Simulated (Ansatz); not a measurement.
Structure types of Sn at zero pressure (relativity switched off)

Structure types of Sn are relaxed in primitive cells with their symmetry kept at 0 GPa, first on PAW files, then by LAPW. The enthalpy is E + pV at zero temperature, without zero-point motion. Only the types listed were tried, and differences under about 5 meV/atom are mesh noise. Not among the end structures: fcc, which may lie lower.

Computed with Ansatz 0.2.0; functional PBE, non-relativistic. Settings: Fermi–Dirac smearing of 0.05 eV, no spin polarisation. Methods: LAPW: all electrons, basis error target 0.5 meV/atom.

k meshes: bcc 15×15×15, hcp 14×14×8, sc 13×13×13, diamond 11×11×11.

Which type is lowest in enthalpy, and by how much?

diamond, 131 meV/atom below sc. The whole table:

| start type | ends as | a, b, c (Å) | V (Å³/atom) | H − H(lowest), LAPW (meV/atom) |
| --- | --- | --- | --- | --- |
| bcc | bcc, Im-3m | 3.800, 3.800, 3.800 | 27.43 | 198.2 |
| hcp | hcp, P6_3/mmc | 3.346, 3.346, 5.718 | 27.73 | 196.6 |
| sc | sc, Pm-3m | 3.092, 3.092, 3.092 | 29.56 | 130.6 |
| diamond | diamond, Fd-3m | 6.667, 6.667, 6.667 | 37.04 | 0.0 |
